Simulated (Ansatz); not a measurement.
# FeGe (rocksalt type): how the settings move a single-point run

How sensitive is a single-point run of FeGe (rocksalt type) to its settings? A reference run comes first, then one run with altered input.

Computed with Ansatz 0.2.0 (reference: DFT, PBE, all-electron PAW with datasets made for the crystal, scalar-relativistic, unless a step's input says otherwise).

2 further runs of the same task are left out: 1 that didn't finish, 1 set aside as unsound or not needed.

## (1) The starting structure

Symmetry: Fm-3m, No. 225, cubic system. Conventional cell: a = 3.788 Å, b = 3.788 Å, c = 3.788 Å, α = 90.00°, β = 90.00°, γ = 90.00°. Fe (site symmetry m-3m) is surrounded by 6 Ge at 1.89 Å. Ge (site symmetry m-3m) is surrounded by 6 Fe at 1.89 Å.

As a file:

```cif
data_structure
_symmetry_space_group_name_H-M 'P 1'
_symmetry_Int_Tables_number 1
_cell_length_a 2.6782
_cell_length_b 2.6782
_cell_length_c 2.6782
_cell_angle_alpha 60.000
_cell_angle_beta 60.000
_cell_angle_gamma 60.000
_cell_volume 13.58
loop_
_atom_site_label
_atom_site_type_symbol
_atom_site_fract_x
_atom_site_fract_y
_atom_site_fract_z
_atom_site_occupancy
Fe1 Fe 0.00000 0.00000 0.00000 1
Ge1 Ge 0.50000 0.50000 0.50000 1
```

## (2) The reference run

input.yaml

```yaml
crystal:
  lattice:
    - [0.0, 1.8937904596, 1.8937904596]
    - [1.8937904596, 0.0, 1.8937904596]
    - [1.8937904596, 1.8937904596, 0.0]
  atoms:
    - { symbol: Fe, position: [0.0, 0.0, 0.0], spin: 2.5 }
    - { symbol: Ge, position: [0.5, 0.5, 0.5] }
magnetization:
  spin_polarized: true
kpoints:
  mp_grid: { grid: [14, 14, 14] }
scf:
  occupations: { method: fermi_dirac, width: 0.08 }
hamiltonian:
  xc: pbe
  pseudopotentials: { kind: all_electron, datasets: crystal }
output:
  forces: true
  stress: true
  eigenvalues: true
```

Launch:

```
> ansatz run input.yaml --threads 1 --pin off --max-ram 3072MiB --backend cpu --events-out ev --progress --plain --runs-dir out
```

## (3) Variant: mp_grid.grid [9, 9, 9], scf.algorithm density_mixing

Changes to input.yaml since step 2:

```diff
@@ -11,5 +11,6 @@
 kpoints:
-  mp_grid: { grid: [14, 14, 14] }
+  mp_grid: { grid: [9, 9, 9] }
 scf:
   occupations: { method: fermi_dirac, width: 0.08 }
+  algorithm: density_mixing
 hamiltonian:
```

What does the calculation give? Wanted: for each run, ending; energy change; pressure; gap; force.

As calculated:

| run | ending | energy change | pressure (GPa) | gap (eV) | force (eV/Å) | cycles | time |
| --- | --- | --- | --- | --- | --- | --- | --- |
| reference | converged | 0 | 505.8 | 0.00 | 0.00 | 9 | 57 s |
| 1: mp_grid.grid [9, 9, 9], scf.algorithm density_mixing | converged | +2.0 meV/atom | 506.4 | 0.16 | 0.00 | 9 | 23 s |

Residual by cycle in the longest SCF loop of each run; runs are numbered as in the table. The quantity is the density residual dr2, in eV.

| cycle | reference | run 1 |
| --- | --- | --- |
| 1 | 0.00218 | 0.00231 |
| 2 | 9.8e-4 | 9.7e-4 |
| 3 | 0.00336 | 0.00544 |
| 4 | 0.00439 | 0.00571 |
| 5 | 0.0032 | 0.00307 |
| 6 | 4.7e-4 | 3.8e-4 |
| 7 | 2.6e-5 | 2.0e-5 |
| 8 | 1.6e-6 | 1.2e-6 |
| 9 | 2.7e-8 | 2.1e-8 |

What this shows: Changing the k-point mesh and solver moves the energy by +2.0 meV/atom, and the pressure goes from 505.8 to 506.4 GPa and a gap of 0.16 eV opens on the mesh. Sampling errors of the energy have no fixed sign. Of the settings changed, the mesh is the one that moves energies this far. A gap read on a mesh depends on which points the mesh holds, and a coarse mesh shifts the density too. Cost: 23 s against 57 s. The structure is not at rest: the sound run finds 506 GPa, so these are no properties of the relaxed crystal. 
